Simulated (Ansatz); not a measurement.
A run of Ansatz 0.2.0 is set up as follows.

The input input.yaml:

```yaml
crystal:
  lattice:
    - [-1.9814305318, 1.9814305318, 1.9814305318]
    - [1.9814305318, -1.9814305318, 1.9814305318]
    - [1.9814305318, 1.9814305318, -1.9814305318]
  atoms:
    - { symbol: Bi, position: [0.0, 0.0, 0.0] }
hamiltonian:
  xc: pbe
  pseudopotentials: { kind: paw }
kpoints:
  mp_grid: { grid: [9, 9, 9] }
scf:
  occupations: { method: gaussian, width: 0.012 }
output:
  forces: true
  stress: true
  eigenvalues: true
  write_density: true
  write_potential: true
  elf: true
  volumetric_format: npy
```

Potentials or basis: Ansatz PAW.

Launch:

```bash
$ ansatz run input.yaml --threads 2 --pin off --max-ram 5632MiB --backend cpu --events-out ev --progress --plain --runs-dir out
```

Problem. Estimate the pressure.

Solution. 0.8 GPa.

Problem. Estimate the band gap on the k mesh.

Solution. None (metal or under the smearing width).

Caveat: spin-orbit coupling is left out, which moves the levels of the heavy elements.
